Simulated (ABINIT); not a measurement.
Runs of ABINIT 10.8.3 (patched build) on KTaO3. It takes space group Pm-3m (No. 221, cubic). Conventional cell: a = 3.988 Å, b = 3.988 Å, c = 3.988 Å, α = 90.00°, β = 90.00°, γ = 90.00°. Ta (site symmetry m-3m) has 6 O at 1.99 Å as nearest neighbours. K (site symmetry m-3m) has 12 O at 2.82 Å as nearest neighbours. O (site symmetry 4/mmm) is surrounded by 2 Ta at 1.99 Å. 

```tsv
level	potentials or basis	k mesh	mesh quality	gap on the mesh (eV)	pressure (GPa)
LDA	JTH PAW LDA v2.0	9 × 9 × 9	not flagged	2.07	(a)
PBEsol	JTH PAW PBE v2.0	6 × 6 × 6	not flagged	(c)	-0.1
PBEsol	JTH PAW PBE v2.0	4 × 4 × 4	not flagged	2.07	-0.1
PBE	JTH PAW PBE v2.0	9 × 9 × 9	not flagged	(b)	5.5
PBE	JTH PAW PBE v2.0	6 × 6 × 6	not flagged	2.18	5.5
PBEsol	JTH PAW PBE v2.0	3 × 3 × 3	coarse	2.30	0.2
LDA	JTH PAW LDA v2.0	4 × 4 × 4	not flagged	2.02	-6.1
```

Alike in all rows: task single point; no spin polarisation; cell as given; cutoff (eV) 626; smearing fermi-dirac 0.05 eV.

Q: Estimate the missing entries.

A: (a) -6.2; (b) 2.22; (c) 2.09.

Caveats: some runs use coarse meshes; spin-orbit coupling is left out, which moves the levels of the heavy elements; the atomic spheres overlap; an odd mesh through Γ misses points on the zone boundary, where band edges often lie (some runs); the PAW data sets were made with another functional, which shifts forces and pressure a little (some runs).

A k mesh can miss the band edges, and the runs leave out spin-orbit coupling on Ta.
